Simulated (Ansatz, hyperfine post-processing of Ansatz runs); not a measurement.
# Li2CoP4O12: isotropic lines and sites in a paramagnetic 7Li spectrum

Calculated values: DFT, r2SCAN, plane-wave PAW, default files (PAW set soft_2), collinear spin, scalar-relativistic (Ansatz), contact and point-dipole shifts scaled to 298 K with Θ = 0 K (a pure Curie law); spin-only moments, above the ordering temperature.

```
Co P O Li
1.0
     4.96649    0.00000    0.00000
     2.42658    6.74313    0.00000
     1.01859    3.08892    6.87432
Co P O Li
1 4 12 2
Direct
  0.00000 0.00000 0.00000
  0.56655 0.59646 0.20937
  0.43345 0.40354 0.79063
  0.45627 0.19302 0.21197
  0.54373 0.80698 0.78803
  0.24060 0.15203 0.36313
  0.57880 0.37508 0.20298
  0.75940 0.84797 0.63687
  0.42120 0.62492 0.79702
  0.23726 0.45033 0.63645
  0.74044 0.26344 0.79393
  0.76274 0.54967 0.36355
  0.29967 0.29491 0.00150
  0.71932 0.00925 0.20929
  0.25956 0.73656 0.20607
  0.70033 0.70509 0.99850
  0.28068 0.99075 0.79071
  0.94385 0.72864 0.44229
  0.05615 0.27136 0.55771
```

7Li MAS at 7.05 T (116.7 MHz), 30 kHz, 298 K; contact and dipolar shift alone, no orbital or quadrupolar part; lines under 1.5 % of the strongest are left out. Lines of the NMR spectrum (strongest = 100):

```tsv
position (ppm)	intensity
-755.2	2.0
-498.1	15
-240.9	100
16.2	99
273.4	39
530.5	34
787.6	7.3
1044.8	1.9
```

Q: Find the isotropic shifts among the lines and assign them to the Li sites.

Sidebands are spaced by 257 ppm (the spinning rate over the resonance of 116.7 MHz). An isotropic line need not be the tallest: it is the area-weighted centre of its own family of sidebands, and the one that stays put when the rate is changed. Isotropic shifts: 16 ppm for atom 18 and the 1 atom equivalent to it (1 Co through links of 95 to 100° (2)), reduced anisotropy 716 ppm.

[Logs are printed without paths, hosts, clocks, repeated set-up lines and the standing remarks that a program may print on its own settings, such as how far it seeks lower states.]

[Hosts, paths, dates, database ids (printed as entryN), source tags and the programs' standing remarks are cut or masked in the printed files.]
